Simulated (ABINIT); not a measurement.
# Al (P6/mmm) in ABINIT: convergence with tolvrs

Aim: find how far tolvrs must go before the results for Al settle, at PBE. This setting moves, with any that are tied to it; all else stays.

Program: ABINIT 10.8.3 (patched build). These are calculated values, not measurements. Logs are shortened: lines on timing, memory, paths and dates and some standing lists are left out, and cuts for length are marked. The log counts tension as positive stress, the text compression.

## 1. The crystal as given

It takes space group P6/mmm (No. 191, hexagonal). Conventional cell: a = 4.492 Å, b = 4.492 Å, c = 2.723 Å, α = 90.00°, β = 90.00°, γ = 120.00°. Al (site symmetry -6m2) is surrounded by 5 Al at 2.59 to 2.72 Å.

The cell was built by a generator and needn't be a form met in nature.

## 2. With tolvrs 0.01

File run.abi:

```
# Pseudopotentials
pp_dirpath "./"
pseudos "Al.upf"

# Structure
acell 3*1.0
rprim
     8.4878938614     0.0000000000     0.0000000000
    -4.2439469307     7.3507322686     0.0000000000
     0.0000000000     0.0000000000     5.1449683469
ntypat 1
znucl 13
natom 2
typat 1 1
xred
     0.3333300000     0.6666700000     0.0000000000
     0.6666700000     0.3333300000     0.0000000000

# Plane-wave basis
ecut 544.227725 eV

# k points
kptopt 1
ngkpt 7 7 10
nshiftk 1
shiftk 0.0 0.0 0.0

# Exchange and correlation
ixc 11

# Bands and occupations
nband 7
occopt 4
tsmear 0.1 eV

# SCF cycle
nstep 100
tolvrs 0.01

# Output
iomode 3
prtwf 0
prtden 0
prteig 0
prtebands 0
enunit 1
```

Potentials or basis: PseudoDojo NC SR PBE v0.4.1 standard.

The run is started by

```sh
abinit run.abi > log 2>&1
```

run.abo:

```text
.Version 10.8.3 of ABINIT
 Symmetries : space group Cm m m (# 65); Bravais oC (1-face-center ortho.)
================================================================================
 Values of the parameters that define the memory need of the present run
     intxc =       0    ionmov =       0      iscf =       7    lmnmax =       6
     lnmax =       6     mgfft =      36  mpssoang =       3    mqgrid =    3001
     natom =       2  nloc_mem =       1    nspden =       1   nspinor =       1
    nsppol =       1      nsym =       8    n1xccc =    2501    ntypat =       1
    occopt =       4   xclevel =       2
       mpw =        1400          nfft =       31104          nkpt =          96
================================================================================
================================================================================

--------------------------------------------------------------------------------
------------- Echo of variables that govern the present computation ------------
--------------------------------------------------------------------------------
 -outvars: echo values of preprocessed input variables --------
            acell      8.4878941039E+00  8.4878941039E+00  5.1449683469E+00 Bohr
              amu      2.69815390E+01
             ecut      2.00000000E+01 Hartree
           enunit           1
                       outvar_i_n : Printing only first  50 k-points.
              ixc          11
                       outvar_i_n : Printing only first  50 k-points.
         kptrlatt        7    0    0      0    7    0      0    0   10
          kptrlen      5.14496835E+01
            natom           2
            nband           7
            ngfft          36      36      24
             nkpt          96
            nstep         100
             nsym           8
           ntypat           1
                       prtocc : prtvol=0, do not print more k-points.
           occopt           4
           prtden           0
        prtebands           0
           prteig           0
            prtwf           0
            rprim      1.0000000000E+00  4.9482379468E-08  0.0000000000E+00
                      -5.0000001428E-01  8.6602539554E-01  0.0000000000E+00
                       0.0000000000E+00  0.0000000000E+00  1.0000000000E+00
          spgroup          65
           tolvrs      1.00000000E-02
           tsmear      3.67493222E-03 Hartree
            typat      1  1
                       outvars : Printing only first  50 k-points.
           xangst     -2.2500773847E-05  2.5932395569E+00  0.0000000000E+00
                       2.2458224993E+00  1.2966004404E+00  0.0000000000E+00
            xcart     -4.2520300192E-05  4.9005125415E+00  0.0000000000E+00
                       4.2439894510E+00  2.4502197271E+00  0.0000000000E+00
             xred      3.3333000000E-01  6.6667000000E-01  0.0000000000E+00
                       6.6667000000E-01  3.3333000000E-01  0.0000000000E+00
            znucl       13.00000

================================================================================

 chkinp: Checking input parameters for consistency.

[... 70 lines left out ...]
- [  0.00000000E+00,   0.00000000E+00,  -1.71111881E-05, ]
pressure_GPa:   1.5099E+00
xred      :
- [  3.3333E-01,   6.6667E-01,   0.0000E+00, Al]
- [  6.6667E-01,   3.3333E-01,   0.0000E+00, Al]
cartesian_forces: # hartree/bohr
- [ -3.04727316E-07,   1.75934385E-07,  -0.00000000E+00, ]
- [  3.04727316E-07,  -1.75934385E-07,  -0.00000000E+00, ]
force_length_stats: {min:   3.51868789E-07, max:   3.51868789E-07, mean:   3.51868789E-07, }
...

 Integrated electronic density in atomic spheres:
 ------------------------------------------------
 Atom  Sphere_radius  Integrated_density
    1        2.00000          0.89844192
    2        2.00000          0.89844192
================================================================================

 ----iterations are completed or convergence reached----

 Mean square residual over all n,k,spin=   12.445E-06; max=  12.648E-04
 reduced coordinates (array xred) for    2 atoms
       0.333330000000      0.666670000000      0.000000000000
       0.666670000000      0.333330000000      0.000000000000
 rms dE/dt=  2.1119E-06; max dE/dt=  2.5865E-06; dE/dt below (all hartree)
    1       0.000002586493     -0.000002586493      0.000000000000
    2      -0.000002586493      0.000002586493      0.000000000000

 cartesian coordinates (angstrom) at end:
    1     -0.00002250077385     2.59323955694917     0.00000000000000
    2      2.24582249925844     1.29660044040435     0.00000000000000

 cartesian forces (hartree/bohr) at end:
    1     -0.00000030472732     0.00000017593438    -0.00000000000000
    2      0.00000030472732    -0.00000017593438    -0.00000000000000
 frms,max,avg= 2.0315154E-07 3.0472732E-07   0.000E+00  0.000E+00  0.000E+00 h/b

 cartesian forces (eV/Angstrom) at end:
    1     -0.00001566970862     0.00000904690980    -0.00000000000000
    2      0.00001566970862    -0.00000904690980    -0.00000000000000
 frms,max,avg= 1.0446472E-05 1.5669709E-05   0.000E+00  0.000E+00  0.000E+00 e/A
 length scales=  8.487894103888  8.487894103888  5.144968346900 bohr
              =  4.491600125288  4.491600125288  2.722599998150 angstroms
 Fermi (or HOMO) energy (eV) =   3.44487   Average Vxc (eV)=  -8.38966
 Eigenvalues (   eV  ) for nkpt=  96  k points:
 kpt#   1, nband=  7, wtk=  0.00204, kpt=  0.0000  0.0000  0.0000 (reduced coord)
  -5.48374    2.59119    2.59197    3.05982    5.68630    5.68670    8.99757
 prteigrs : prtvol=0 or 1, do not print more k-points.

--- !EnergyTerms
iteration_state     : {dtset: 1, }
comment             : Components of total free energy in Hartree
kinetic             :  1.57315121255733E+00
hartree             :  2.14885977607972E-01
xc                  : -2.07948879945667E+00
Ewald energy        : -4.46150316299679E+00
psp_core            :  1.52573016801268E-01
local_psp           : -8.04126742441068E-01
non_local_psp       :  8.05838704497469E-01
internal            : -4.59866979343050E+00
'-kT*entropy'       :  2.19781107068200E-05
total_energy        : -4.59864781531979E+00
total_energy_eV     : -1.25135581911903E+02
band_energy         : -4.61947340735831E-02
...

 Cartesian components of stress tensor (hartree/bohr^3)
  sigma(1 1)= -6.85269473E-05  sigma(3 2)=  0.00000000E+00
  sigma(2 2)= -6.83184299E-05  sigma(3 1)=  0.00000000E+00
  sigma(3 3)= -1.71111881E-05  sigma(2 1)=  1.80581409E-07

-Cartesian components of stress tensor (GPa)         [Pressure=  1.5099E+00 GPa]
- sigma(1 1)= -2.01613240E+00  sigma(3 2)=  0.00000000E+00
- sigma(2 2)= -2.00999760E+00  sigma(3 1)=  0.00000000E+00
- sigma(3 3)= -5.03428535E-01  sigma(2 1)=  5.31288847E-03

== END DATASET(S) ==============================================================
================================================================================

 -outvars: echo values of variables after computation  --------
            acell      8.4878941039E+00  8.4878941039E+00  5.1449683469E+00 Bohr
           etotal     -4.5986478153E+00
            fcart     -3.0472731601E-07  1.7593438453E-07 -0.0000000000E+00
                       3.0472731601E-07 -1.7593438453E-07 -0.0000000000E+00
            rprim      1.0000000000E+00  4.9482379468E-08  0.0000000000E+00
                      -5.0000001428E-01  8.6602539554E-01  0.0000000000E+00
                       0.0000000000E+00  0.0000000000E+00  1.0000000000E+00
           strten     -6.8526947335E-05 -6.8318429853E-05 -1.7111188112E-05
                       0.0000000000E+00  0.0000000000E+00  1.8058140875E-07
           xangst     -2.2500773847E-05  2.5932395569E+00  0.0000000000E+00
                       2.2458224993E+00  1.2966004404E+00  0.0000000000E+00
             xred      3.3333000000E-01  6.6667000000E-01  0.0000000000E+00
                       6.6667000000E-01  3.3333000000E-01  0.0000000000E+00
 Calculation completed.
```

It took 9.9 s on 1 thread of Arm Neoverse V2, shared host; peak memory 0.07 GiB.

Results:

```
Free energy                                           : -125.1356 eV
Pressure                                              : 1.5 GPa
Band gap on the k mesh                                : none (metal or under the smearing width)
Valence electrons inside the program's atomic spheres : Al 0.90 (radii [1.0584] Å)
```

## 3. With tolvrs 0.001

Changes to run.abi since step 2:

```diff
@@ -37,3 +37,3 @@
 nstep 100
-tolvrs 0.01
+tolvrs 0.001
```

Potentials or basis: PseudoDojo NC SR PBE v0.4.1 standard.

The run is started by

```sh
abinit run.abi > log 2>&1
```

Wall time 12 s (1 thread of Arm Neoverse V2, shared host); peak memory 0.07 GiB.

It converged, with:

* Free energy: -125.1356 eV
* Pressure: 1.5 GPa
* Band gap on the k mesh: none (metal or under the smearing width)
* Valence electrons inside the program's atomic spheres: Al 0.90 (radii [1.0584] Å)

## 4. With tolvrs 0.0001

Changes to run.abi since step 3:

```diff
@@ -37,3 +37,3 @@
 nstep 100
-tolvrs 0.001
+tolvrs 0.0001
```

The run is started by

```sh
abinit run.abi > log 2>&1
```

Run time: 12 s. Hardware: 1 thread of Arm Neoverse V2, shared host; peak memory 0.07 GiB.

The run converged. Its results:

| Quantity | Value |
| --- | --- |
| Free energy | -125.1356 eV |
| Pressure | 1.5 GPa |
| Band gap on the k mesh | none (metal or under the smearing width) |
| Valence electrons inside the program's atomic spheres | Al 0.90 (radii [1.0584] Å) |

## 5. With tolvrs 1e-05

Changes to run.abi since step 4:

```diff
@@ -37,3 +37,3 @@
 nstep 100
-tolvrs 0.0001
+tolvrs 1.0e-5
```

The run is started by

```sh
abinit run.abi > log 2>&1
```

It took 13 s on 1 thread of Arm Neoverse V2, shared host; peak memory 0.07 GiB.

Results (log left out):

```
Free energy                                           : -125.1356 eV
Pressure                                              : 1.5 GPa
Band gap on the k mesh                                : none (metal or under the smearing width)
Valence electrons inside the program's atomic spheres : Al 0.90 (radii [1.0584] Å)
```

## 6. With tolvrs 1e-06

Changes to run.abi since step 5:

```diff
@@ -37,3 +37,3 @@
 nstep 100
-tolvrs 1.0e-5
+tolvrs 1.0e-6
```

Potentials or basis: PseudoDojo NC SR PBE v0.4.1 standard.

The run is started by

```sh
abinit run.abi > log 2>&1
```

It took 15 s on 1 thread of Arm Neoverse V2, shared host; peak memory 0.07 GiB.

The run converged. Its results:

```yaml
Free_energy: -125.1356 eV
Pressure: 1.5 GPa
Band_gap_on_the_k_mesh: none (metal or under the smearing width)
Valence_electrons_inside_the_program's_atomic_spheres: Al 0.90 (radii [1.0584] Å)
```

## 7. With tolvrs 1e-08

Changes to run.abi since step 6:

```diff
@@ -37,3 +37,3 @@
 nstep 100
-tolvrs 1.0e-6
+tolvrs 1.0e-8
```

The run is started by

```sh
abinit run.abi > log 2>&1
```

Wall time 18 s (1 thread of Arm Neoverse V2, shared host); peak memory 0.07 GiB.

Results (log left out):

```yaml
Free_energy: -125.1356 eV
Pressure: 1.5 GPa
Band_gap_on_the_k_mesh: none (metal or under the smearing width)
Valence_electrons_inside_the_program's_atomic_spheres: Al 0.90 (radii [1.0584] Å)
```

## 8. With tolvrs 1e-10

Changes to run.abi since step 7:

```diff
@@ -37,3 +37,3 @@
 nstep 100
-tolvrs 1.0e-8
+tolvrs 1.0e-10
```

The run is started by

```sh
abinit run.abi > log 2>&1
```

It took 20 s on 1 thread of Arm Neoverse V2, shared host; peak memory 0.07 GiB.

The run converged. Its results:

```
Free energy                                           : -125.1356 eV
Pressure                                              : 1.5 GPa
Band gap on the k mesh                                : none (metal or under the smearing width)
Valence electrons inside the program's atomic spheres : Al 0.90 (radii [1.0584] Å)
```

## 9. With tolvrs 1e-13

Changes to run.abi since step 8:

```diff
@@ -37,3 +37,3 @@
 nstep 100
-tolvrs 1.0e-10
+tolvrs 1.0e-13
```

Potentials or basis: PseudoDojo NC SR PBE v0.4.1 standard.

The run is started by

```sh
abinit run.abi > log 2>&1
```

It took 22 s on 1 thread of Arm Neoverse V2, shared host; peak memory 0.07 GiB.

It converged, with:

- Free energy: -125.1356 eV
- Pressure: 1.5 GPa
- Band gap on the k mesh: none (metal or under the smearing width)
- Valence electrons inside the program's atomic spheres: Al 0.90 (radii [1.0584] Å)

## 10. Summary

```csv
tolvrs,energy less the tightest run (meV/atom),SCF cycles,CPU time (s),peak memory (GiB)
0.01,0.00,3,9.8,0.07
0.001,0.00,4,12,0.07
0.0001,0.00,4,12,0.07
1e-05,0.00,5,13,0.07
1e-06,0.00,6,15,0.07
1e-08,0.00,8,18,0.07
1e-10,0.00,9,20,0.07
1e-13,0.00,10,22,0.07
```

Against the tightest run, the energy stays within 1 meV/atom from 0.01 on. The tightest run that finished is the yardstick and may itself not be fully converged.
